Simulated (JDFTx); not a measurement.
The system is ZrO2.

```xyz
3
Lattice="0.0000 2.5451 2.5451 2.5451 0.0000 2.5451 2.5451 2.5451 0.0000" Properties=species:S:1:pos:R:3 pbc="T T T"
Zr    0.0000    0.0000    0.0000
O     3.8176    3.8176    3.8176
O     1.2725    1.2725    1.2725
```

Measurements of this composition are mostly on another form, of space group No. 14.

Base run:

* Program: JDFTx 1.7.0 (patched build)
* Functional: PBE
* Potentials or basis: PseudoDojo-SR-PBE-0.5-standard
* Cutoff: 1143 eV
* Density cutoff: 9143 eV
* k mesh: 9 × 9 × 9
* Occupations: fermi-dirac, width 0.05 eV
* Spin: no spin polarisation

Its results: band gap on the k mesh 3.42 eV, indirect (least direct gap 3.90 eV); pressure 3.2 GPa.

Question: The run is repeated on the same cell with these changes: k mesh from 9 × 9 × 9 to 4 × 4 × 4. What comes out?

Answer: Band gap on the k mesh 3.37 eV, indirect (least direct gap 3.80 eV); pressure 3.2 GPa.

Caveats: some runs use coarse meshes; an odd mesh through Γ misses points on the zone boundary, where band edges often lie (some runs).
